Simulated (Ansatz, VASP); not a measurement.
**Two plane-wave programs on Sr**

File INCAR:

```
PREC     = Accurate       # precision mode
ENCUT    = 520            # plane-wave cutoff, eV
EDIFF    = 1E-6           # SCF threshold, eV
ISMEAR   = -1             # smearing method
SIGMA    = 0.1            # smearing width, eV
LREAL    = F              # projectors in reciprocal space
LASPH    = T              # aspherical terms in the spheres
NELM     = 60             # most SCF steps
ALGO     = Normal         # electronic algorithm
ISIF     = 2              # what is computed and relaxed
LWAVE    = F              # write WAVECAR
LCHARG   = F              # write CHGCAR
GGA      = RP             # functional
NBANDS   = 17             # bands
```

Contents of KPOINTS:

```
regular mesh
0
Gamma
  6 6 6
```

File POSCAR:

```
Sr
1.0
    0.0000000000      4.9306839815      4.9306839815
    4.9306839815      0.0000000000      4.9306839815
    4.9306839815      4.9306839815      0.0000000000
Sr
2
Direct
    0.1250000000      0.1250000000      0.1250000000
    0.8750000000      0.8750000000      0.8750000000
```

Input for Ansatz:

```yaml
crystal:
  lattice:
    - [0.0, 4.9306839815, 4.9306839815]
    - [4.9306839815, 0.0, 4.9306839815]
    - [4.9306839815, 4.9306839815, 0.0]
  atoms:
    - { symbol: Sr, position: [0.125, 0.125, 0.125] }
    - { symbol: Sr, position: [0.875, 0.875, 0.875] }
hamiltonian:
  xc: rpbe
  pseudopotentials:
    kind: paw
    azcp:
      Sr: "pseudopotentials/Sr.paw.azcp"
basis:
  ecutwfc: 420
  fft_grid_basis: typed
kpoints:
  mp_grid: { grid: [6, 6, 6], shift: [0, 0, 0] }
magnetization:
  spin_polarized: false
scf:
  occupations: { method: fermi_dirac, width: 0.1 }
  lower_state_search: "off"
output:
  stress: true
  write_density: true
  write_potential: true
  elf: true
  volumetric_format: npy
```

Alike in both runs: task single point; functional RPBE; k mesh 6 × 6 × 6; occupations fermi-dirac, width 0.1 eV; no spin polarisation.

|  | VASP | Ansatz |
| --- | --- | --- |
| version | VASP 6.6.1 | Ansatz 0.2.0 |
| potentials or method | VASP PAW PBE potentials, release 64 (Sr_sv) | plane waves (420 eV) with PAW, scalar-relativistic |
| plane-wave cutoff (eV) | 520 | 420 |
| valence electrons in the cell | 20 | 20 |

```csv
,VASP,Ansatz,Ansatz less VASP
pressure (GPa),0.0,0.0,0.00
```

Caveats: the PAW data sets were made with another functional, which shifts forces and pressure a little (VASP).
